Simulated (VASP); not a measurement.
# Na2S (Fm-3m) in VASP: a series of runs

Runs on Na2S. Level: r2SCAN. Tasks: single point, relaxation of cell and atoms.

Everything below comes from runs of VASP 6.6.1. Logs are shortened: lines on timing, memory, paths and dates and some standing lists are left out, and cuts for length are marked.

**1. The structure**

The structure is cubic, space group Fm-3m (No. 225). The conventional cell has a = 6.511 Å, b = 6.511 Å, c = 6.511 Å, α = 90.00°, β = 90.00°, γ = 90.00°. Na (site symmetry -43m) has 4 S at 2.82 Å as nearest neighbours. S (site symmetry m-3m) has 8 Na at 2.82 Å as nearest neighbours.

**2. Single point, r2SCAN**

Contents of POSCAR:

```
Na2S
1.0
    0.0000000000      3.2556002026      3.2556002026
    3.2556002026      0.0000000000      3.2556002026
    3.2556002026      3.2556002026      0.0000000000
Na S
2 1
Direct
    0.2500000000      0.2500000000      0.2500000000
    0.7500000000      0.7500000000      0.7500000000
    0.0000000000      0.0000000000      0.0000000000
```

Contents of INCAR.step1:

```
PREC = Accurate
ENCUT = 520
ISMEAR = 0
SIGMA = 0.02
LREAL = False
LASPH = True
NELM = 80
NBANDS = 17
GGA = PE
ALGO = Normal
EDIFF = 1E-4
LWAVE = True
LCHARG = False
```

Contents of INCAR.step2:

```
PREC = Accurate
ENCUT = 520
EDIFF = 1E-7
ISMEAR = 0
SIGMA = 0.02
LREAL = False
LASPH = True
NELM = 80
ALGO = Normal
ISIF = 2
LWAVE = False
LCHARG = False
METAGGA = R2SCAN
LMIXTAU = True
NBANDS = 17
ISTART = 1
```

Contents of KPOINTS:

```
regular mesh
0
Gamma
  6 6 6
```

Potentials or basis: VASP PAW PBE potentials, release 64 (Na_pv, S).

Launch:

```sh
cat potpaw_PBE.64/Na_pv/POTCAR potpaw_PBE.64/S/POTCAR > POTCAR
cp INCAR.step1 INCAR
mpirun -np 1 vasp_std > vasp.out
cp INCAR.step2 INCAR
mpirun -np 1 vasp_std > vasp.out
```

OUTCAR:

```text
PREC = Accurate
   ENCUT = 520
   EDIFF = 1E-7
   ISMEAR = 0
   LREAL = False
   LASPH = True
   NELM = 80
   ISIF = 2
   METAGGA = R2SCAN
   ISTART = 1

 ion  position               nearest neighbor table
   1  0.250  0.250  0.250-
   2  0.750  0.750  0.750-
   3  0.000  0.000  0.000-

  LATTYP: Found a face centered cubic cell.
 ALAT       =     6.5112004052

  Lattice vectors:

 A1 = (   0.0000000000,   3.2556002026,   3.2556002026)
 A2 = (   3.2556002026,   0.0000000000,   3.2556002026)
 A3 = (   3.2556002026,   3.2556002026,   0.0000000000)

Analysis of symmetry for initial positions (statically):
=====================================================================
 Subroutine PRICEL returns:
 Original cell was already a primitive cell.

 Routine SETGRP: Setting up the symmetry group for a
 face centered cubic supercell.

 Subroutine GETGRP returns: Found 48 space group operations
 (whereof 48 operations were pure point group operations)
 out of a pool of 48 trial point group operations.

The static configuration has the point symmetry O_h .

Analysis of symmetry for dynamics (positions and initial velocities):
=====================================================================
 Subroutine PRICEL returns:
 Original cell was already a primitive cell.

 Routine SETGRP: Setting up the symmetry group for a
 face centered cubic supercell.

 Subroutine GETGRP returns: Found 48 space group operations
 (whereof 48 operations were pure point group operations)
 out of a pool of 48 trial point group operations.

The dynamic configuration has the point symmetry O_h .

 Subroutine INISYM returns: Found 48 space group operations
 (whereof 48 operations are pure point group operations),
 and found     1 'primitive' translations

----------------------------------------------------------------------------------------

                                     Primitive cell

  volume of cell :      69.0118

  direct lattice vectors                    reciprocal lattice vectors
     0.000000000  3.255600203  3.255600203    -0.153581512  0.153581512  0.153581512
[... 74 lines left out ...]
   LNONCOLLINEAR =      F non collinear calculations
   LSORBIT =      F    spin-orbit coupling
   LASPH  =      T    aspherical Exc in radial PAW
   ENCUT  =  520.0 eV  38.22 Ry    6.18 a.u.   8.56  8.56  8.56*2*pi/ulx,y,z
   NELM   =     80;   NELMIN=  2; NELMDL=  0     # of ELM steps
   EDIFF  = 0.1E-06   stopping-criterion for ELM
   LREAL  =      F    real-space projection
   EDIFFG = 0.1E-05   stopping-criterion for IOM
   NSW    =      0    number of steps for IOM
   IBRION =     -1    ionic relax: 0-MD 1-quasi-New 2-CG
   NFREE  =      0    steps in history (QN), initial steepest desc. (CG)
   ISIF   =      2    stress and relaxation
   ISYM   =      2    0-nonsym 1-usesym 2-fastsym
   POTIM  = 0.5000    time-step for ionic-motion
   TEBEG  =    0.0;   TEEND  =   0.0 temperature during run
   PSTRESS=    0.0 pullay stress
   NELECT =      20.0000    total number of electrons
   NUPDOWN=      -1.0000    fix difference up-down
   EMIN   =  10.00;   EMAX   =-10.00  energy-range for DOS
   EFERMI =   0.00;   METHOD = LEGACY
   ISMEAR =     0;   SIGMA  =   0.02  broadening in eV -4-tet -1-fermi 0-gaus
   EFERMI_NEDOS =   21; number of points for ismear=-14 and -15
   IALGO  =     38    algorithm
   IMIX   =      4    mixing-type and parameters
     AMIX     =   0.40;   BMIX     =  1.00
     AMIX_MAG =   1.60;   BMIX_MAG =  1.00
  volume/ion in A,a.u.               =      23.00       155.24
  Fermi-wavevector in a.u.,A,eV,Ry     =   1.083371  2.047274 15.969051  1.173692
  Thomas-Fermi vector in A             =   2.219435
   LORBIT       =      0    0 simple, 1 ext, 2 COOP (PROOUT), +10 PAW based schemes
   METAGGA = R2SCAN    functional components
   LHFCALC =     F    Hartree Fock is set to
   AEXX    =    0.0000 exact exchange contribution
   IVDW    =     0    specifies the selected vdW correction
   LEPSILON=     F    determine dielectric tensor
   LRPA    =     F    only Hartree local field effects (RPA)
 non-spin polarized calculation
 Gauss-broadening in eV      SIGMA  =   0.02
  energy-cutoff  :      520.00
  volume of cell :       69.01
 maximum number of plane-waves:      1874
 NGX is ok and might be reduce to    36
   NGX = 17   NGY = 17   NGZ = 17

 number of electron      19.9999984 magnetization

 Free energy of the ion-electron system (eV)
  ---------------------------------------------------
  ext. energy  EPLUGINS =         0.00000000
  ---------------------------------------------------
  free energy    TOTEN  =       -18.96610264 eV

  energy without entropy =      -18.96610264  energy(sigma->0) =      -18.96610264

 E-fermi :   0.0688     XC(G=0):  -8.3197

 val. band max:       -0.0742140150   @ k =   0.0000   0.0000   0.0000
 cond. band min:       3.0378498691   @ k =   0.0000   0.0000   0.0000
 fundamental gap:      3.1120638841
 Fermi energy:         0.0688475998

 k-point     1 :       0.0000    0.0000    0.0000
  band No.  band energies     occupation
      1     -23.0984      2.00000
      2     -23.0980      2.00000
      3     -23.0980      2.00000
      4     -23.0463      2.00000
      5     -23.0459      2.00000
      6     -23.0459      2.00000
[... 297 lines left out ...]
      4     -23.0566      2.00000
      5     -23.0372      2.00000
      6     -23.0338      2.00000
[... 9 lines left out ...]
     16      11.9271      0.00000
     17      12.6229      0.00000

------------------------ aborting loop because EDIFF is reached ----------------------------------------

  FORCE on cell =-STRESS in cart. coord.  units (eV):
  Direction    XX          YY          ZZ          XY          YZ          ZX
  --------------------------------------------------------------------------------------
  -------------------------------------------------------------------------------------
  Total       -0.0377316     -0.0377316     -0.0377316     -0.0000000      0.0000000     -0.0000000
  in kB       -0.8759770     -0.8759770     -0.8759770     -0.0000000      0.0000000     -0.0000000
  external PRESSURE =      -0.8759770 kB  Pullay stress =       0.0000000 kB

 VOLUME and BASIS-vectors are now :
 -----------------------------------------------------------------------------
  energy-cutoff  :      520.00
  volume of cell :       69.01
      direct lattice vectors                 reciprocal lattice vectors
     0.000000000  3.255600203  3.255600203    -0.153581512  0.153581512  0.153581512
     3.255600203  0.000000000  3.255600203     0.153581512 -0.153581512  0.153581512
     3.255600203  3.255600203  0.000000000     0.153581512  0.153581512 -0.153581512

 POSITION                                       TOTAL-FORCE (eV/Angst)
 -----------------------------------------------------------------------------------
      1.62780      1.62780      1.62780        -0.000000     -0.000000     -0.000000
      4.88340      4.88340      4.88340         0.000000      0.000000      0.000000
      0.00000      0.00000      0.00000         0.000000      0.000000      0.000000
 -----------------------------------------------------------------------------------
    total drift:                                0.000000      0.000000      0.000000

  FREE ENERGIE OF THE ION-ELECTRON SYSTEM (eV)
  ---------------------------------------------------
  free  energy   TOTEN  =       -18.9661026364 eV

  energy  without entropy=      -18.9661026364  energy(sigma->0) =      -18.96610264
```

OUTCAR.step1:

```text
PREC = Accurate
   ENCUT = 520
   ISMEAR = 0
   LREAL = False
   LASPH = True
[... 535 lines left out ...]
      1.62780      1.62780      1.62780         0.000000      0.000000      0.000000
      4.88340      4.88340      4.88340        -0.000000     -0.000000     -0.000000
      0.00000      0.00000      0.00000        -0.000000     -0.000000     -0.000000
 -----------------------------------------------------------------------------------
    total drift:                                0.000000      0.000000      0.000000

  FREE ENERGIE OF THE ION-ELECTRON SYSTEM (eV)
  ---------------------------------------------------
  free  energy   TOTEN  =        -9.9701064716 eV

  energy  without entropy=       -9.9701064716  energy(sigma->0) =       -9.97010647
```

Wall time 38 s (1 thread of Intel Xeon 6975P-C (Granite Rapids), shared host); peak memory 0.2 GiB.

Results:

```
Free energy            : -18.9661 eV
Pressure               : -0.1 GPa
Band gap on the k mesh : 3.11 eV, direct
```

Caveat: the PAW data sets were made with another functional, which shifts forces and pressure a little.

**3. Relaxation of cell and atoms, r2SCAN**

This run uses another cell than the first one, of 23.39 Å³/atom, 1.017 times its volume.

Contents of POSCAR:

```
Na2S
1.0
    0.0000000000      3.2735000000      3.2735000000
    3.2735000000      0.0000000000      3.2735000000
    3.2735000000      3.2735000000      0.0000000000
Na S
2 1
Direct
    0.2500000000      0.2500000000      0.2500000000
    0.7500000000      0.7500000000      0.7500000000
    0.0000000000      0.0000000000      0.0000000000
```

Contents of INCAR.step1:

```
SYSTEM = Na2S
  ALGO = Normal
  EDIFF = 1E-4
  ENCUT = 600
  GGA = PE
  ISMEAR = 0
  LASPH = .TRUE.
  LCHARG = .FALSE.
  LREAL = .FALSE.
  LWAVE = .TRUE.
  NELM = 60
  PREC = Accurate
  SIGMA = 0.02
```

Contents of INCAR.step2:

```
SYSTEM = Na2S
  ALGO = Normal
  EDIFF = 1E-6
  EDIFFG = -0.005
  ENCUT = 600
  IBRION = 2
  ISIF = 3
  ISMEAR = 0
  ISTART = 1
  LASPH = .TRUE.
  LCHARG = .FALSE.
  LMIXTAU = .TRUE.
  LREAL = .FALSE.
  LWAVE = .FALSE.
  METAGGA = R2SCAN
  NELM = 60
  NSW = 100
  PREC = Accurate
  SIGMA = 0.02
```

Contents of KPOINTS:

```
k-points
0
G
  6 6 6
  0 0 0
```

Potentials or basis: VASP PAW PBE potentials, release 64 (Na_pv, S).

Launch:

```sh
cat potpaw_PBE.64/Na_pv/POTCAR potpaw_PBE.64/S/POTCAR > POTCAR
cp INCAR.step1 INCAR
mpirun -np 1 vasp_std > vasp.out
cp INCAR.step2 INCAR
mpirun -np 1 vasp_std > vasp.out
```

It took 2.5 min on 1 thread of Intel Xeon 6975P-C (Granite Rapids), shared host; peak memory 0.25 GiB.

It converged, with:

```
Free energy                            : -18.9667 eV
Relaxed volume                         : 22.92 Å³/atom
Relaxed cell                           : a = 4.598 Å, b = 4.598 Å, c = 4.598 Å, α = 60.00°, β = 60.00°, γ = 60.00°
Space group after relaxing (to 0.05 Å) : Fm-3m (No. 225)
Energy gained by relaxing              : 1.1 meV/atom
Ionic steps                            : 5
Pressure after relaxing                : 0.0 GPa
Band gap on the k mesh                 : 3.12 eV, direct
```

Step by step:
```tsv
step	energy change (eV)	largest force (eV/Å)	pressure (GPa)	volume (Å³)
1	0.0000	0.0000	-0.60	70.16
2	-0.0027	0.0000	-0.23	69.28
3	-0.0031	0.0000	-0.14	69.07
4	-0.0034	0.0000	0.04	68.66
5	-0.0034	0.0000	0.01	68.75
```

Final structure:
```
Na S
1.0
     0.00000    3.25148    3.25148
     3.25148    0.00000    3.25148
     3.25148    3.25148    0.00000
Na S
2 1
Cartesian
  1.6257 1.6257 1.6257
  4.8772 4.8772 4.8772
  0.0000 0.0000 0.0000
```

Levels at points of the mesh, in eV from the valence-band top:
```tsv
k point	band 7	band 8	band 9	band 10	band 11	band 12	band 13	band 14
(0.00, 0.00, 0.00)	-10.58	0.00	0.00	0.00	3.12	8.48	8.48	8.48
(0.50, 0.00, 0.00)	-10.33	-1.63	-0.13	-0.13	5.58	7.00	7.70	7.70
(0.50, 0.50, 0.00)	-10.24	-1.44	-0.45	-0.45	4.20	6.78	9.46	10.64
```

Caveat: the PAW data sets were made with another functional, which shifts forces and pressure a little. r2SCAN opens gaps a little over a GGA but as a rule still falls short of measured ones.

**4. Single point, r2SCAN**

Contents of POSCAR:

```
Na2S
1.0
    0.0000000000      3.2556002026      3.2556002026
    3.2556002026      0.0000000000      3.2556002026
    3.2556002026      3.2556002026      0.0000000000
Na S
2 1
Direct
    0.2500000000      0.2500000000      0.2500000000
    0.7500000000      0.7500000000      0.7500000000
    0.0000000000      0.0000000000      0.0000000000
```

Contents of INCAR.step1:

```
SYSTEM = Na2S
PREC = Accurate
ENCUT = 520
ISMEAR = -5
SIGMA = 0.02
LREAL = .FALSE.
LASPH = .TRUE.
NELM = 100
GGA = PE
ALGO = Normal
EDIFF = 1E-4
LWAVE = .TRUE.
LCHARG = .FALSE.
```

Contents of INCAR.step2:

```
SYSTEM = Na2S
PREC = Accurate
ENCUT = 520
EDIFF = 1E-6
ISMEAR = 0
SIGMA = 0.02
LREAL = .FALSE.
LASPH = .TRUE.
NELM = 100
ALGO = Normal
ISIF = 2
LWAVE = .FALSE.
LCHARG = .FALSE.
METAGGA = R2SCAN
LMIXTAU = .TRUE.
LORBIT = 10
ISTART = 1
```

Contents of KPOINTS:

```
Automatic mesh
0
G
  6 6 6
  0 0 0
```

Launch:

```sh
cat potpaw_PBE.64/Na_pv/POTCAR potpaw_PBE.64/S/POTCAR > POTCAR
cp INCAR.step1 INCAR
mpirun -np 1 vasp_std > vasp.out
cp INCAR.step2 INCAR
mpirun -np 1 vasp_std > vasp.out
```

It took 26 s on 1 thread of Intel Xeon 6975P-C (Granite Rapids), shared host; peak memory 0.21 GiB.

It converged, with:

```yaml
Free_energy: -18.9661 eV
Pressure: -0.1 GPa
Band_gap_on_the_k_mesh: 3.11 eV, direct
Valence_electrons_inside_the_program's_atomic_spheres: Na 6.05; S 3.76
```

Levels at points of the mesh, in eV from the valence-band top:
| k point | band 7 | band 8 | band 9 | band 10 | band 11 | band 12 | band 13 | band 14 |
| --- | --- | --- | --- | --- | --- | --- | --- | --- |
| (0.00, 0.00, 0.00) | -10.58 | 0.00 | 0.00 | 0.00 | 3.11 | 8.47 | 8.47 | 8.47 |
| (0.50, 0.00, 0.00) | -10.32 | -1.63 | -0.13 | -0.12 | 5.57 | 6.98 | 7.69 | 7.69 |
| (0.50, 0.50, 0.00) | -10.24 | -1.44 | -0.45 | -0.45 | 4.20 | 6.77 | 9.43 | 10.61 |

Caveat: the PAW data sets were made with another functional, which shifts forces and pressure a little. r2SCAN opens gaps a little over a GGA but as a rule still falls short of measured ones.
